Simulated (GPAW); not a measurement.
# TePt (R-3m) in GPAW: single point with PBEsol

Aim: the single point of TePt with PBEsol.

All numbers are computed with GPAW 26.7.0; they aren't measurements. Logs are shortened: lines on timing, memory, paths and dates and some standing lists are left out, and cuts for length are marked. The log counts tension as positive stress, the text compression.

**1. The structure**

It takes space group R-3m (No. 166, trigonal). Conventional cell: a = 3.963 Å, b = 3.963 Å, c = 19.983 Å, α = 90.00°, β = 90.00°, γ = 120.00°. Around Pt (site symmetry 3m) lie 3 Te at 2.59 Å and 3 Pt at 2.72 Å. Te (site symmetry 3m) is surrounded by 3 Pt at 2.59 Å.

**2. Single point, PBEsol**

Input file run.py:

```python
from ase.dft.bandgap import bandgap
from ase.io import read, write
from ase.units import Bohr, GPa
from gpaw import GPAW, PW, setup_paths
from gpaw.elf import elf_from_dft_calculation

setup_paths.insert(0, '.')

atoms = read('POSCAR')

calc = GPAW(mode=PW(600),
            xc='PBEsol',
            kpts={'size': (8, 8, 8), 'gamma': True},
            occupations={'name': 'methfessel-paxton', 'order': 0, 'width': 0.05},
            nbands=39,
            convergence={'density': 1e-05, 'energy': 1e-05},
            maxiter=150,
            txt='gpaw.txt')
atoms.calc = calc
energy = atoms.get_potential_energy()
forces = atoms.get_forces()
stress = atoms.get_stress()
calc.write('gs.gpw')
write('result.traj', atoms)
print(f'Energy: {energy:.6f} eV')
print('Forces (eV/A):')
print(forces.round(4))
print('Stress (GPa):', (stress / GPa).round(3))
print('Fermi level:', round(calc.get_fermi_level(), 4), 'eV')
print(f'Gap: {bandgap(calc)[0]:.4f} eV, direct: {bandgap(calc, direct=True)[0]:.4f} eV')

# fields on the real-space grid
write('density.cube', atoms, data=calc.get_pseudo_density() * Bohr**3)
write('potential.cube', atoms, data=calc.get_electrostatic_potential())
write('elf.cube', atoms, data=elf_from_dft_calculation(calc).data)
```

Input file POSCAR:

```
TePt
1.0
    1.9815661262      1.1440577364      6.6610334788
   -1.9815661262      1.1440577364      6.6610334788
    0.0000000000     -2.2881154728      6.6610334788
Pt Te
2 2
Direct
    0.1296666667      0.1296666667      0.1296666667
    0.8703333333      0.8703333333      0.8703333333
    0.4020000000      0.4020000000      0.4020000000
    0.5980000000      0.5980000000      0.5980000000
```

Potentials or basis: PAW data sets generated in the run's folder for this functional, pw.

On the command line:

```console
gpaw-setup -f PBEsol Pt Te
OMP_NUM_THREADS=1 python run.py
```

gpaw.txt:

```text
__  _  _
 | _ |_)|_||  |
 |__||  | ||/\| - 26.7.0

Input parameters:
  mode=PW(ecut=600.0),
  convergence={'density': 1e-05, 'energy': 1e-05},
  kpts=MonkhorstPack(size=(8, 8, 8), gamma=True),
  maxiter=150,
  nbands=39,
  occupations=Occupations(name='methfessel-paxton', order=0, width=0.05),
  xc=XC(name='PBEsol')

Diagonalizing LCAO Hamiltonian
Converting LCAO to pw mode

       Pt

       Te

       Te

       Pt

Atoms  # Å, Bohr magnetons
|   | symbol |         x |         y |         z |    initial magnetic moments |
|---|--------|-----------|-----------|-----------|-----------------------------|
| 0 |     Pt | -0.000000 | -0.000000 |  2.591142 | ( 0.0000,  0.0000,  0.0000) |
| 1 |     Pt | -0.000000 |  0.000000 | 17.391958 | ( 0.0000,  0.0000,  0.0000) |
| 2 |     Te | -0.000000 | -0.000000 |  8.033206 | ( 0.0000,  0.0000,  0.0000) |
| 3 |     Te | -0.000000 |  0.000000 | 11.949894 | ( 0.0000,  0.0000,  0.0000) |

Unit cell  # Å
| periodic |         x |         y |        z |  lengths |    angles |
|----------|-----------|-----------|----------|----------|-----------|
|      yes |  1.981566 |  1.144058 | 6.661033 | 7.043070 | 32.681558 |
|      yes | -1.981566 |  1.144058 | 6.661033 | 7.043070 | 32.681558 |
|      yes |  0.000000 | -2.288115 | 6.661033 | 7.043070 | 32.681558 |

Number of symmetries: 12
Symmetry operations  # r_c * U_cc + t_c -> r_c
|    | kind |            matrix            |
|----|------|------------------------------|
|  0 |  E   |  1, 0, 0,  0, 1, 0,  0, 0, 1 |
|  1 |  σ   |  1, 0, 0,  0, 0, 1,  0, 1, 0 |
|  2 |  σ   |  0, 1, 0,  1, 0, 0,  0, 0, 1 |
|  3 |  C3  |  0, 1, 0,  0, 0, 1,  1, 0, 0 |
|  4 |  C3  |  0, 0, 1,  1, 0, 0,  0, 1, 0 |
|  5 |  σ   |  0, 0, 1,  0, 1, 0,  1, 0, 0 |
|  6 |  C2  |  0, 0,-1,  0,-1, 0, -1, 0, 0 |
|  7 |  S6  |  0, 0,-1, -1, 0, 0,  0,-1, 0 |
|  8 |  S6  |  0,-1, 0,  0, 0,-1, -1, 0, 0 |
|  9 |  C2  |  0,-1, 0, -1, 0, 0,  0, 0,-1 |
| 10 |  C2  | -1, 0, 0,  0, 0,-1,  0,-1, 0 |
| 11 |  i   | -1, 0, 0,  0,-1, 0,  0, 0,-1 |

BZ-sampling:
  Number of BZ points: 512
  Number of IBZ points: 65

  Monkhorst-Pack size: [8, 8, 8]
  Monkhorst-Pack shift: [0.0625, 0.0625, 0.0625]

K-points  # in reciprocal-cell coordinates
|     |                                coordinates |     weight |
|-----|--------------------------------------------|------------|
|   0 | (  0.00000000,   0.00000000,   0.00000000) | 0.00195312 |
|   1 | (  0.12500000,   0.00000000,  -0.12500000) | 0.01171875 |
|   2 | (  0.12500000,   0.00000000,   0.00000000) | 0.01171875 |
|   3 | (  0.12500000,   0.12500000,  -0.12500000) | 0.01171875 |
|   4 | (  0.12500000,   0.12500000,   0.00000000) | 0.01171875 |
|   5 | (  0.12500000,   0.12500000,   0.12500000) | 0.00390625 |
|   6 | (  0.25000000,  -0.12500000,  -0.12500000) | 0.01171875 |
|   7 | (  0.25000000,   0.00000000,  -0.25000000) | 0.01171875 |
|   8 | (  0.25000000,   0.00000000,  -0.12500000) | 0.02343750 |
|   9 | (  0.25000000,   0.00000000,   0.00000000) | 0.01171875 |
| ... |                                            |            |
|  64 | (  0.50000000,   0.50000000,   0.50000000) | 0.00195312 |

Plane wave coefficients: 3041
Cutoff: 600.0 eV

Spin-components: 1 (collinear spins)
Bands:           39
Projectors:      22
Spin-degeneracy: 2
Datatype:        complex128

Parallelization:
  kpt:    1
  domain: 1
  band:   1

Density:
  Valence electrons: 44.0
  Components: 1
  Grid points: [40 40 40]
  Charge: 0.0  # |e|

Potential:
  Grid points: [40 40 40]

species:
  Pt:
    name:    Platinum
    Z:       78.0
    valence: 16
    core:    62
    charge:  0.0  # [|e|]
    compensation charges:
      type: gauss
      rc: 0.41  # [Å]
      lmax: 2
    cutoffs:
      filter: 2.26  # [Å]
      core: 2.26  # [Å]
    projectors
    | kind |    occ | energy [eV] | rcut [Å] |
    |------|--------|-------------|----------|
    |   6s |  1.000 |      -5.666 |    1.307 |
    |   5p |  6.000 |     -56.073 |    1.371 |
    |   6p |  0.000 |      -0.783 |    1.371 |
    |   5d |  9.000 |      -6.179 |    1.307 |
    |    s |        |      21.545 |    1.307 |
    |    d |        |      21.032 |    1.307 |

    Using partial waves for Pt as LCAO basis

  Te:
    name:    Tellurium
    Z:       52.0
    valence: 6
    core:    46
    charge:  0.0  # [|e|]
    compensation charges:
      type: gauss
      rc: 0.36  # [Å]
      lmax: 2
    cutoffs:
      filter: 2.09  # [Å]
      core: 3.17  # [Å]
    projectors
    | kind |    occ | energy [eV] | rcut [Å] |
    |------|--------|-------------|----------|
    |   5s |  2.000 |     -15.132 |    1.180 |
    |   5p |  4.000 |      -5.970 |    1.196 |
    |    s |        |      12.080 |    1.180 |
    |    p |        |      21.241 |    1.196 |
    |    d |        |       0.000 |    1.238 |

    Using partial waves for Te as LCAO basis

Reference energy: -1369894.999159  # eV

eigensolver:
  PPCG
  Converge bands: occupied
  niter=2

density mixing:
  MSR1-Mixer
  Pratt-step length: 0.05
  Maximum mixing coefficient: 0.75
  Old densities: 10
  SVD Regularization: 0.005
  Good broyden scale: 1.0
  Trust region scale: 1.0
  Backstep threshold: 4.0
  History deletion threshold: 6.0
  Fourier metric: weight=20.0, sigma=0.015

occupation numbers:
  Methfessel-Paxton:
    width: 0.0500  # eV
    order: 0

poisson solver:
  ecut: 4800.0  # eV

xc functional:
  name: PBEsol with 2 nearest neighbor stencil

convergence criteria:
- Maximum integral of absolute [dens]ity change: 1e-05 electrons / valence electron
- Maximum [total energy] change in last 3 cyles: 1e-05 eV / valence electron
- Maximum integral of absolute [eigenst]ate change: 4e-08 eV^2 / valence electron
maximum number of iterations: 150

SCF iterations
|iter     | |      energy | eigst |  dens |
|---------|-|-------------|-------|-------|
|iter:   1| |  -23.799379 | +0.51 |       |
|iter:   2| |  -23.874289 | -1.39 | -1.21 |
|iter:   3| |  -23.891549 | -1.28 | -1.22 |
|iter:   4| |  -23.219384 | -1.89 | -1.31 |
|iter:   5| |  -23.204979 | -2.71 | -2.02 |
|iter:   6| |  -23.187908 | -3.43 | -2.09 |
|iter:   7| |  -23.187675 | -4.33 | -2.75 |
|iter:   8| |  -23.187712c| -5.76 | -3.55 |
|iter:   9| |  -23.187718c| -6.33 | -4.00 |
|iter:  10| |  -23.187719c| -7.77c| -4.64 |
|iter:  11| |  -23.187719c| -7.72c| -5.02c|

Converged in 11 steps
Energy contributions relative to reference atoms: (reference = -1369894.999159)

Energy contributions:
  Kinetic:          -7.164851
  Coulomb:           3.909200
  Zero:             -1.028709
  External:          0.000000
  Xc:              -18.901884
  Entropy:          -0.002950
  Spinorbit:         0.000000
  ----------------------------
  Free energy:     -23.189194
  Extrapolated:    -23.187719

dipole moment: (-0.000000, 0.000000, -0.000563)  # |e|*Ang

Fermi level: 8.411
Eigenvalues  # (at kpt = [0.000, 0.000, 0.000])
| band index |      eig [eV] | occ [0-2] |
|------------|---------------|-----------|
|          0 |       -44.459 |     2.000 |
|        ... |               |           |
|         11 |         3.578 |     2.000 |
|         12 |         3.578 |     2.000 |
|         13 |         4.032 |     2.000 |
|         14 |         5.354 |     2.000 |
|         15 |         5.354 |     2.000 |
|         16 |         6.403 |     2.000 |
[... 8 lines left out ...]
|         25 |        12.981 |     0.000 |
|         26 |        14.472 |     0.000 |
|        ... |               |           |
|         38 |        20.296 |     0.000 |

No gap
No difference between direct/indirect transitions

Forces  # eV/Ang
|       x |        y |        z |
|---------|----------|----------|
| 0.00000 |  0.00000 |  0.14377 |  # Pt   0
| 0.00000 | -0.00000 | -0.14377 |  # Pt   1
| 0.00000 |  0.00000 |  0.00473 |  # Te   2
| 0.00000 |  0.00000 | -0.00473 |  # Te   3

Stress tensor  # eV/Ang^3
|        x |         y |         z |
|----------|-----------|-----------|
| 0.007080 | -0.000000 |  0.000000 |
| 0.000000 |  0.007080 | -0.000000 |
| 0.000000 | -0.000000 |  0.008045 |

# Writing to gs.gpw (mode='')
```

Run time: 5.5 min. Hardware: 1 thread of Arm Neoverse V2, shared host; peak memory 0.4 GiB.

Results:

```
Free energy            : -23.1892 eV
Pressure               : -1.2 GPa
Largest force          : 0.144 eV/Å
Band gap on the k mesh : none (metal or under the smearing width)
```

Forces on the atoms (eV/Å):
```
Pt   0.000  0.000  0.144
Pt   0.000  0.000 -0.144
Te   0.000  0.000  0.005
Te   0.000  0.000 -0.005
```

Stress tensor (GPa, compression positive):
```
-1.13  0.00  0.00
 0.00 -1.13  0.00
 0.00  0.00 -1.29
```

Levels at points of the mesh, in eV from the Fermi level:
```
           k point  band 20  band 21  band 22  band 23  band 24  band 25
(0.00, 0.00, 0.00)     0.69     0.69     0.88     1.28     2.84     2.84
(0.50, 0.00, 0.00)    -1.99    -1.89    -1.05     0.31     1.33     1.98
(0.50, 0.50, 0.00)    -1.84    -1.74    -1.33    -1.15     2.51     3.83
(0.50, 0.50, 0.50)    -1.61     1.25     1.25     1.95     1.95     3.53
```

Caveat: the program warned that so skewed a cell can give wrong results.
